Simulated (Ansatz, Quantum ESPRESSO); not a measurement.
# 2H-WSe2, 1 layer: the vacuum level over the valence top at a withheld member of a series

Method. Quantum ESPRESSO 7.5, PBE, SG15 norm-conserving. Cell and atoms are relaxed under PBE (GBRV files) and held. Screened hybrids with norm-conserving files, screening 0.106 per bohr, fixed occupations, a 9×9×1 mesh with exchange on 3×3×1 q points. Levels count from the potential in the middle of the vacuum. The series steps the share of short-range exact exchange (0.25 is HSE06, 0 is PBE).

```tsv
share of short-range exact exchange	vacuum level over the valence top (eV)
0	5.082
0.1	5.283
0.15	5.386
0.25	5.601
0.3	5.712
0.4	5.948
```

**Question.** What is the vacuum level over the valence top at 0.2?

**Worked estimate.** The rows at 0.15 and 0.25 give a slope of (5.601 − (5.386))/(0.25 − (0.15)) = 2.15, so a straight line gives 5.494 eV. A parabola through these and the row at 0.1 gives 5.492 eV.

**Check.** 5.492 eV. The line misses by +0.002 and the parabola by 0.000 eV. Both misses are under 5 % of the step from the nearer row.

Caveats: Gaps are those of the mesh; no spin-orbit coupling; the q mesh was not tested; the geometry stays that of PBE.

[Logs are printed without paths, hosts, clocks, repeated set-up lines and the standing remarks that a program may print on its own settings, such as how far it seeks lower states.]
